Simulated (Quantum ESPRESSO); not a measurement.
# Sn (I4/mmm) in Quantum ESPRESSO: energy-loss spectrum with LDA

Aim: the energy-loss spectrum of Sn with LDA.

All numbers are computed with Quantum ESPRESSO 7.5; they aren't measurements. Logs are shortened: lines on timing, memory, paths and dates and some standing lists are left out, and cuts for length are marked.

### Step 1. The cell of the first run

The structure is tetragonal, space group I4/mmm (No. 139). Conventional cell: a = 4.164 Å, b = 4.164 Å, c = 3.408 Å, α = 90.00°, β = 90.00°, γ = 90.00°. Sn (site symmetry 4/mmm) has 10 Sn at 3.40 to 3.41 Å as nearest neighbours.

This isn't the form of Sn at room conditions, which is tetragonal (white tin).

### Step 2. Energy-loss spectrum, LDA (volume scaled by 1.08)

Input file pw.in:

```
&CONTROL
  calculation = 'scf'
  prefix = 'pwscf'
  outdir = './tmp'
  pseudo_dir = './pseudo'
  tprnfor = .true.
  tstress = .true.
  disk_io = 'low'
/
&SYSTEM
  ibrav = 0
  celldm(1) = 8
  nat = 1
  ntyp = 1
  ecutwfc = 72
  nbnd = 13
  occupations = 'smearing'
  smearing = 'mv'
  degauss = 0.01999163
/
&ELECTRONS
  conv_thr = 2d-10
  electron_maxstep = 120
  mixing_beta = 0.5
/
ATOMIC_SPECIES
Sn   118.7100 Sn.upf
CELL_PARAMETERS alat
 -0.4917821023621   0.4917821023621   0.4024917707606
  0.4917821023621  -0.4917821023621   0.4024917707606
  0.4917821023621   0.4917821023621  -0.4024917707606
ATOMIC_POSITIONS crystal
Sn     0.0000000000    0.0000000000    0.0000000000
K_POINTS automatic
8 8 8 0 0 0
```

Input file scf2.in:

```
&CONTROL
  calculation = 'scf'
  prefix = 'pwscf'
  outdir = './tmp'
  pseudo_dir = './pseudo'
  tprnfor = .true.
  tstress = .true.
  disk_io = 'low'
/
&SYSTEM
  ibrav = 0
  celldm(1) = 8
  nat = 1
  ntyp = 1
  ecutwfc = 72
  nbnd = 13
  occupations = 'smearing'
  smearing = 'mv'
  degauss = 0.01999163
/
&ELECTRONS
  conv_thr = 1d-11
  electron_maxstep = 120
  mixing_beta = 0.5
  startingpot = 'file'
  startingwfc = 'file'
/
ATOMIC_SPECIES
Sn   118.7100 Sn.upf
CELL_PARAMETERS alat
 -0.4917821023621   0.4917821023621   0.4024917707606
  0.4917821023621  -0.4917821023621   0.4024917707606
  0.4917821023621   0.4917821023621  -0.4024917707606
ATOMIC_POSITIONS crystal
Sn     0.0000000000    0.0000000000    0.0000000000
K_POINTS automatic
8 8 8 0 0 0
```

Input file eels.in:

```
&LR_INPUT
  prefix = 'pwscf'
  outdir = './tmp'
  restart_step = 5000
  restart = .false.
/
&LR_CONTROL
  calculator = 'lanczos'
  approximation = 'TDDFT'
  q1 = 0.1167002749
  q2 = 0.1167002749
  q3 = 0.1167002749
  itermax = 400
/
```

Input file spectrum.in:

```
&LR_INPUT
  prefix = 'pwscf'
  outdir = './tmp'
  eels = .true.
  itermax0 = 400
  itermax = 20000
  extrapolation = 'osc'
  epsil = 0.02
  units = 1
  start = 0
  end = 40
  increment = 0.2
/
```

Input file spectrum_short.in:

```
&LR_INPUT
  prefix = 'pwscf'
  outdir = './tmp'
  eels = .true.
  itermax0 = 266
  itermax = 20000
  extrapolation = 'osc'
  epsil = 0.02
  units = 1
  start = 0
  end = 40
  increment = 0.2
/
```

Potentials or basis: PseudoDojo 0.4.1 SR LDA standard.

Launch:

```
$ OMP_NUM_THREADS=1 pw.x -in pw.in > pw.out
$ OMP_NUM_THREADS=1 pw.x -in scf2.in > scf2.out
$ OMP_NUM_THREADS=1 turbo_eels.x -in eels.in > eels.out
$ OMP_NUM_THREADS=1 turbo_spectrum.x -in spectrum.in > spectrum.out
$ OMP_NUM_THREADS=1 turbo_spectrum.x -in spectrum_short.in > spectrum_short.out
```

pw.out:

```text
This program is part of the open-source Quantum ESPRESSO suite
     for quantum simulation of materials; please cite
[... 9 lines left out ...]
     --------------------
     sticks:   dense  smooth     PW     G-vecs:    dense   smooth      PW
     Sum         823     823    283                16509    16509    3339

     Using Slab Decomposition

     bravais-lattice index     =            0
     lattice parameter (alat)  =       8.0000  a.u.
     unit-cell volume          =     199.3574 (a.u.)^3
     number of atoms/cell      =            1
     number of atomic types    =            1
     number of electrons       =        14.00
     number of Kohn-Sham states=           13
     kinetic-energy cutoff     =      72.0000  Ry
     charge density cutoff     =     288.0000  Ry
     scf convergence threshold =      2.0E-10
     mixing beta               =       0.5000
     number of iterations used =            8  plain     mixing
     Exchange-correlation= SLA  PW   NOGX NOGC
                           (   1   4   0   0   0   0   0)

     celldm(1)=   8.000000  celldm(2)=   0.000000  celldm(3)=   0.000000
     celldm(4)=   0.000000  celldm(5)=   0.000000  celldm(6)=   0.000000

     crystal axes: (cart. coord. in units of alat)
               a(1) = (  -0.491782   0.491782   0.402492 )
               a(2) = (   0.491782  -0.491782   0.402492 )
               a(3) = (   0.491782   0.491782  -0.402492 )

     reciprocal axes: (cart. coord. in units 2 pi/alat)
               b(1) = (  0.000000  1.016710  1.242261 )
               b(2) = (  1.016710  0.000000  1.242261 )
               b(3) = (  1.016710  1.016710  0.000000 )

     PseudoPot. # 1 for Sn read from file:
     Sn.upf
     Pseudo is Norm-conserving + core correction, Zval = 14.0
     Generated using ONCVPSP code by D. R. Hamann
     Using radial grid of 1608 points,  6 beta functions with:
                l(1) =   0
                l(2) =   0
                l(3) =   1
                l(4) =   1
                l(5) =   2
                l(6) =   2

     atomic species   valence    mass     pseudopotential
     Sn               14.00   118.71000     Sn( 1.00)

     16 Sym. Ops., with inversion, found

   Cartesian axes

     site n.     atom                  positions (alat units)
         1        Sn     tau(   1) = (   0.0000000   0.0000000   0.0000000  )

     number of k points=    59  Marzari-Vanderbilt smearing, width (Ry)=  0.0200
                       cart. coord. in units 2pi/alat
        k(    1) = (   0.0000000   0.0000000   0.0000000), wk =   0.0039062
        k(    2) = (   0.1270888   0.1270888   0.0000000), wk =   0.0156250
        k(    3) = (   0.2541776   0.2541776   0.0000000), wk =   0.0156250
        k(    4) = (   0.3812664   0.3812664   0.0000000), wk =   0.0156250
        k(    5) = (  -0.5083552  -0.5083552   0.0000000), wk =   0.0078125
        k(    6) = (   0.1270888   0.0000000   0.1552827), wk =   0.0312500
[... 51 lines left out ...]
        k(   58) = (  -0.8896216  -0.1270888   0.0000000), wk =   0.0156250
        k(   59) = (  -1.0167104  -1.0167104  -1.2422614), wk =   0.0039062

     Dense  grid:    16509 G-vectors     FFT dimensions: (  36,  36,  36)

     Initial potential from superposition of free atoms

     starting charge      13.9988, renormalised to      14.0000
     Starting wfcs are    9 randomized atomic wfcs +    4 random wfcs

     Self-consistent Calculation

     iteration #  1     ecut=    72.00 Ry     beta= 0.50
     Davidson diagonalization with overlap
     ethr =  1.00E-02,  avg # of iterations =  4.2

     Threshold (ethr) on eigenvalues was too large:
     Diagonalizing with lowered threshold

     Davidson diagonalization with overlap
     c_bands:  1 eigenvalues not converged
     ethr =  2.02E-05,  avg # of iterations =  6.1

     total energy              =    -157.15051706 Ry
     estimated scf accuracy    <       0.00284264 Ry

     iteration #  2     ecut=    72.00 Ry     beta= 0.50
     Davidson diagonalization with overlap
     ethr =  2.03E-05,  avg # of iterations =  1.1

     total energy              =    -157.15072702 Ry
     estimated scf accuracy    <       0.00027971 Ry
[... 26 lines left out ...]
     total energy              =    -157.15074969 Ry
     estimated scf accuracy    <          3.0E-09 Ry

     iteration #  7     ecut=    72.00 Ry     beta= 0.50
     Davidson diagonalization with overlap
     ethr =  2.16E-11,  avg # of iterations =  2.0

     End of self-consistent calculation

          k = 0.0000 0.0000 0.0000 (  2065 PWs)   bands (ev):

   -11.8244 -11.7603 -11.7603 -11.7560 -11.6721  -0.9668  15.7539  15.7539
    17.8888  19.5244  20.4878  22.2337  22.2337

          k = 0.1271 0.1271 0.0000 (  2065 PWs)   bands (ev):

   -11.8119 -11.7630 -11.7609 -11.7421 -11.6772  -0.6950  13.2629  15.9194
    17.1990  20.1732  20.8579  21.5384  22.2246

          k = 0.2542 0.2542 0.0000 (  2039 PWs)   bands (ev):

   -11.7858 -11.7696 -11.7694 -11.6977 -11.6896   0.1120   9.8407  16.0268
    16.2966  20.1254  20.8264  20.8770  21.1021

          k = 0.3813 0.3813 0.0000 (  2039 PWs)   bands (ev):

   -11.7893 -11.7762 -11.7490 -11.7019 -11.6529   1.3761   6.9061  15.1626
    16.5825  19.6090  20.4332  20.9353  21.9463

          k =-0.5084-0.5084 0.0000 (  2052 PWs)   bands (ev):

   -11.7942 -11.7789 -11.7373 -11.7070 -11.6342   2.3739   5.3407  14.8547
    16.6536  19.4325  20.2113  21.3842  23.1335

          k = 0.1271 0.0000 0.1553 (  2063 PWs)   bands (ev):

   -11.8142 -11.7613 -11.7542 -11.7403 -11.6783  -0.6213  14.8057  14.8943
    16.1515  19.8012  19.8815  21.4059  21.8399

          k = 0.2542 0.1271 0.1553 (  2067 PWs)   bands (ev):
[... 56 lines left out ...]
   -11.8191 -11.7730 -11.7006 -11.6907 -11.6588   1.5802   9.3951  12.4403
    13.4080  17.9097  18.7346  20.7434  23.4063

          k =-0.5084-0.0000-0.6211 (  2072 PWs)   bands (ev):

   -11.8395 -11.7865 -11.7032 -11.6444 -11.6312   3.7176   5.8093  12.4064
    13.6633  16.4604  16.8651  23.0974  25.3308

          k =-0.3813 0.1271-0.6211 (  2062 PWs)   bands (ev):

   -11.8275 -11.7774 -11.7054 -11.6556 -11.6396   3.4718   6.5155  11.2348
    13.1224  17.1426  18.8074  21.3774  27.1097

          k =-0.2542 0.2542-0.6211 (  2048 PWs)   bands (ev):

   -11.8163 -11.7604 -11.7064 -11.6820 -11.6409   3.2907   7.4587   9.8630
    12.9703  18.0299  19.4743  22.4446  23.5128

          k = 0.2542 0.2542 0.3106 (  2061 PWs)   bands (ev):

   -11.8018 -11.7755 -11.7180 -11.6940 -11.6806   0.9424  10.2211  12.1980
    13.7112  19.4453  21.3615  21.5694  23.6431

          k = 0.3813 0.3813 0.3106 (  2046 PWs)   bands (ev):
[... 51 lines left out ...]
   -11.8105 -11.7738 -11.7142 -11.6684 -11.6317   3.8297   6.3451  11.2787
    12.3418  18.0363  18.5709  20.1837  26.6715

          k =-0.8896-0.2542-0.4658 (  2058 PWs)   bands (ev):

   -11.7903 -11.7544 -11.7174 -11.6853 -11.6425   4.2659   6.7671   9.4202
    12.8886  17.1215  18.4441  22.1876  26.0134

          k = 0.0000 0.5084-0.3106 (  2051 PWs)   bands (ev):

   -11.8000 -11.7690 -11.7150 -11.6950 -11.6529   1.9975   9.0512  11.3165
    12.5042  19.0047  19.4356  21.8243  23.7307

          k =-0.8896-0.3813-0.3106 (  2048 PWs)   bands (ev):

   -11.7814 -11.7578 -11.7314 -11.6913 -11.6438   3.1890   8.0940   9.2858
    12.9954  18.1379  19.3578  22.3200  23.4889

          k =-0.7625-0.2542-0.3106 (  2056 PWs)   bands (ev):

   -11.7769 -11.7447 -11.7403 -11.6785 -11.6546   4.0491   7.2920   8.4502
    13.6429  17.3695  18.7177  22.5606  26.5548

          k = 0.0000 0.3813-0.1553 (  2059 PWs)   bands (ev):

   -11.7880 -11.7687 -11.7290 -11.7066 -11.6973   0.4601  11.9709  12.0521
    13.9098  19.6071  20.8750  22.3007  24.0830

          k = 0.1271 0.5084-0.1553 (  2056 PWs)   bands (ev):

   -11.7799 -11.7648 -11.7236 -11.7100 -11.6714   1.5074   9.0105  11.9556
    13.6459  18.8608  20.8493  21.3026  24.1891

          k =-0.7625-0.3813-0.1553 (  2059 PWs)   bands (ev):

   -11.7875 -11.7563 -11.7317 -11.6949 -11.6513   2.8197   6.6312  11.5390
    14.4212  18.4144  19.2921  20.5013  25.8246

          k = 0.0000 0.2542 0.0000 (  2061 PWs)   bands (ev):
[... 6 lines left out ...]
   -11.7814 -11.7657 -11.7509 -11.6999 -11.6986   0.3823  10.0913  14.1219
    15.3320  18.4602  22.0047  22.2506  23.7341

          k = 0.2542 0.5084 0.0000 (  2062 PWs)   bands (ev):

   -11.7944 -11.7571 -11.7349 -11.7139 -11.6547   1.6428   7.1711  14.4855
    14.8745  18.1419  21.0691  21.5780  22.0436

          k =-0.6354-0.3813 0.0000 (  2054 PWs)   bands (ev):

   -11.7999 -11.7596 -11.7221 -11.7203 -11.6359   2.6351   5.6141  14.1850
    15.2173  18.4746  19.9194  21.3495  21.6411

          k = 0.5084 0.5084 0.6211 (  2048 PWs)   bands (ev):

   -11.7539 -11.7539 -11.7333 -11.7032 -11.6571   4.4408   7.6614   8.8737
     8.8737  24.0585  24.0585  25.2058  26.8779

          k = 0.0000 0.0000 0.6211 (  2049 PWs)   bands (ev):
[... 11 lines left out ...]
   -11.7685 -11.7516 -11.7399 -11.6898 -11.6327   4.2893   7.7111   9.6693
    10.7712  16.0189  21.2944  21.9267  23.0737

          k =-0.8896-0.1271-0.3106 (  2044 PWs)   bands (ev):

   -11.7671 -11.7632 -11.7196 -11.6828 -11.6402   4.9839   7.9699   8.3899
    11.0541  14.7619  21.1517  22.3455  25.7519

          k = 0.0000 0.6354-0.1553 (  2057 PWs)   bands (ev):

   -11.7947 -11.7452 -11.7293 -11.6897 -11.6547   2.5433   9.7767   9.8320
    11.8617  17.6444  19.0112  22.9615  23.7349

          k =-0.8896-0.2542-0.1553 (  2059 PWs)   bands (ev):

   -11.8045 -11.7633 -11.7113 -11.6641 -11.6448   3.8366   7.5922  10.1971
    11.8504  15.7563  18.3144  22.8518  26.8381

          k = 0.0000 0.5084 0.0000 (  2069 PWs)   bands (ev):

   -11.7952 -11.7321 -11.7205 -11.7076 -11.7029   1.1835  10.6108  11.0418
    14.1872  17.1988  20.8375  24.1240  24.5445

          k = 0.1271 0.6354 0.0000 (  2065 PWs)   bands (ev):

   -11.8104 -11.7429 -11.7107 -11.6970 -11.6591   2.4349   7.9285  11.8687
    13.3571  16.5381  18.2388  24.1126  24.3677

          k =-0.7625-0.2542 0.0000 (  2072 PWs)   bands (ev):

   -11.8166 -11.7523 -11.7128 -11.6826 -11.6399   3.4164   6.3935  12.4979
    13.0629  16.6317  16.7632  23.8759  24.2270

          k = 0.0000 0.0000 0.9317 (  2036 PWs)   bands (ev):

   -11.7759 -11.7649 -11.6851 -11.6851 -11.6528   5.4368   8.6754   9.0914
     9.0914  13.5584  21.2896  25.3277  25.4806

          k =-1.0167-0.1271-0.1553 (  2057 PWs)   bands (ev):

   -11.8165 -11.7851 -11.6692 -11.6611 -11.6321   5.1160   8.5687   8.6403
    10.5909  13.6925  17.8319  25.9292  26.6940

          k = 0.0000 0.7625 0.0000 (  2062 PWs)   bands (ev):

   -11.8274 -11.7718 -11.6648 -11.6624 -11.6583   3.6780   8.8081   9.2812
    12.5349  15.0832  16.2836  27.0728  27.0746

          k =-0.8896-0.1271 0.0000 (  2058 PWs)   bands (ev):

   -11.8344 -11.7838 -11.6655 -11.6440 -11.6423   4.6671   7.4937   9.7677
    12.2432  14.0300  15.8687  26.9625  27.4450

          k =-1.0167-1.0167-1.2423 (  2052 PWs)   bands (ev):

   -11.8420 -11.7967 -11.6457 -11.6457 -11.6256   5.7199   8.1851   8.1851
    11.9521  12.8400  15.5915  28.8844  30.1480

     the Fermi energy is     9.6196 ev

!    total energy              =    -157.15074969 Ry
     estimated scf accuracy    <          6.4E-11 Ry
     smearing contrib. (-TS)   =       0.00015564 Ry
     internal energy E=F+TS    =    -157.15090533 Ry

     The total energy is F=E-TS. E is the sum of the following terms:
     one-electron contribution =     -52.04862698 Ry
     hartree contribution      =      34.99335889 Ry
     xc contribution           =     -43.34556268 Ry
     ewald contribution        =     -96.75007457 Ry

     convergence has been achieved in   7 iterations

     Forces acting on atoms (cartesian axes, Ry/au):

     atom    1 type  1   force =     0.00000000    0.00000000    0.00000000

     Total force =     0.000000     Total SCF correction =     0.000000

     Computing stress (Cartesian axis) and pressure

          total   stress  (Ry/bohr**3)                   (kbar)     P=      -61.92
  -0.00039474  -0.00000000  -0.00000000          -58.07       -0.00       -0.00
  -0.00000000  -0.00039474  -0.00000000           -0.00      -58.07       -0.00
  -0.00000000  -0.00000000  -0.00047333           -0.00       -0.00      -69.63

=------------------------------------------------------------------------------=
   JOB DONE.
=------------------------------------------------------------------------------=
```

Run time: 22 min. Hardware: 1 thread of Arm Neoverse V2, shared host; peak memory 1.3 GiB.

What came out:

```
Free energy                      : -2138.1449 eV
Pressure                         : -6.2 GPa
Band gap on the k mesh           : none (metal or under the smearing width)
Peak of the energy-loss function : 13.0 eV
```

Energy-loss function at q = [0.17321, 0.17321, 0.17321] (Å⁻¹, cartesian):
| energy (eV) | loss |
| --- | --- |
| 0.0 | 0.000 |
| 1.8 | 0.006 |
| 3.4 | 0.013 |
| 5.2 | 0.041 |
| 7.0 | 0.187 |
| 8.6 | 0.244 |
| 10.4 | 0.572 |
| 12.2 | 3.020 |
| 13.8 | 2.921 |
| 15.6 | 0.538 |
| 17.4 | 0.216 |
| 19.0 | 0.141 |
| 20.8 | 0.127 |
| 22.4 | 0.165 |
| 24.2 | 0.325 |
| 26.0 | 0.459 |
| 27.6 | 0.248 |
| 29.4 | 0.144 |
| 31.2 | 0.129 |
| 32.8 | 0.150 |
| 34.6 | 0.162 |
| 36.4 | 0.143 |
| 38.0 | 0.137 |
| 39.8 | 0.160 |

Caveat: the Lanczos chain is short for so many electrons, so humps in the spectrum may be artefacts.
